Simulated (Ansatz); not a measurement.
A relaxed cell of Bi is given with its symmetry left out. The cell was found from a structure generator's guess, not taken from experiment.

Theory: DFT PBE, scalar-relativistic, plane waves, PAW (Ansatz). Cutoff 420 eV, Γ-centred mesh, Gaussian smearing, no spin polarisation.

```xyz
4
Lattice="4.5062 0.0000 0.0000 -2.2531 3.9025 0.0000 0.0000 0.0000 9.5017" Properties=species:S:1:pos:R:3 pbc="T T T"
Bi    0.0000    0.0000    7.6889
Bi    0.0000    0.0000    1.8128
Bi    0.0000    2.6017    6.0361
Bi    2.2531    1.3008    3.4656
```

Energies count from the standard state of Bi at the same level.

Question: Find its symmetry and describe it.

Answer: P-3m1 (No. 164). Conventional cell: a = 4.506 Å, c = 9.502 Å. Around Bi on its first site lie 3 Bi at 3.08 Å and 1 Bi at 3.63 Å; Bi on its second site is surrounded by 3 Bi at 3.08 Å and 3 Bi at 3.66 Å.

Question: How far does it lie from the standard state of Bi?

Answer: +0.05 eV/atom. So it is a metastable form at best.

Question: Is it a metal?

Answer: There is no gap on the 12×12×6 mesh, but valence and conduction bands overlap by only 0.23 eV, so at this level it is a semimetal.

The last run used a 12×12×6 mesh (in the run's order of axes) for its 4-atom cell and Gaussian smearing of 0.10 eV. Spin–orbit coupling, which can matter for Bi, is left out. The zero gap may come from the functional, which often closes small gaps, or the cell may be a true semimetal. A structure relaxed within its symmetry needn't be a true minimum.
